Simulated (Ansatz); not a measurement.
The system is SnO2.

```
CELL_PARAMETERS angstrom
4.78800 0.00000 0.00000
0.00000 4.86658 0.00000
0.00000 0.00000 3.24090
ATOMIC_POSITIONS crystal
Sn 0.00000 0.00000 0.00000
Sn 0.50000 0.50000 0.50000
O 0.70815 0.67896 0.00000
O 0.20814 0.82104 0.50000
O 0.79185 0.17896 0.50000
O 0.29185 0.32104 0.00000
```

The cell is a database's computed one.

```yaml
Program: Ansatz 0.2.0
Task: relaxation of cell and atoms
Functional: revPBE
Dispersion: D4
Potentials_or_basis: Ansatz PAW
Cutoff: "420 eV (not typed: the program's choice for these potentials)"
k_mesh: 6 × 6 × 8
Occupations: fermi-dirac, width 0.05 eV
Spin: no spin polarisation
```

At the start: volume 12.59 Å³/atom.

Task: Where does the relaxation end?

Result: It ends after 8 steps and the volume is 12.29 Å³/atom (-2.3 %); space group P4_2/mnm (No. 136, to 0.05 Å).

Step by step:
| step | energy change (eV) | largest force (eV/Å) | volume (Å³) |
| --- | --- | --- | --- |
| 1 | 0.0000 | 0.0614 | 75.52 |
| 2 | -0.0348 | 0.0836 | 73.77 |
| 3 | -0.0371 | 0.0284 | 73.68 |
| 4 | -0.0402 | 0.0070 | 73.80 |
| 5 | -0.0404 | 0.0082 | 73.82 |
| 6 | -0.0336 | 0.0087 | 73.82 |
| 7 | -0.0340 | 0.0008 | 73.74 |
| 8 | -0.0336 | 0.0008 | 73.74 |

Final structure:
```
Sn O
1.0
     4.77681    0.00000    0.00000
     0.00000    4.78076    0.00000
     0.00000    0.00000    3.22920
Sn O
2 4
Direct
  0.00000 0.00000 0.00000
  0.50000 0.50000 0.50000
  0.69461 0.69356 0.00000
  0.19461 0.80644 0.50000
  0.80539 0.19356 0.50000
  0.30539 0.30644 0.00000
```

Caveat: the plane-wave basis is chosen anew once the cell has moved, so the energies of steps on either side of that aren't comparable; the pressure holds a Pulay correction of +0.8 GPa for the finite cutoff; the PAW data sets come from PBE, with cores solved anew for the run's functional, which leaves a small shift of forces and pressure.
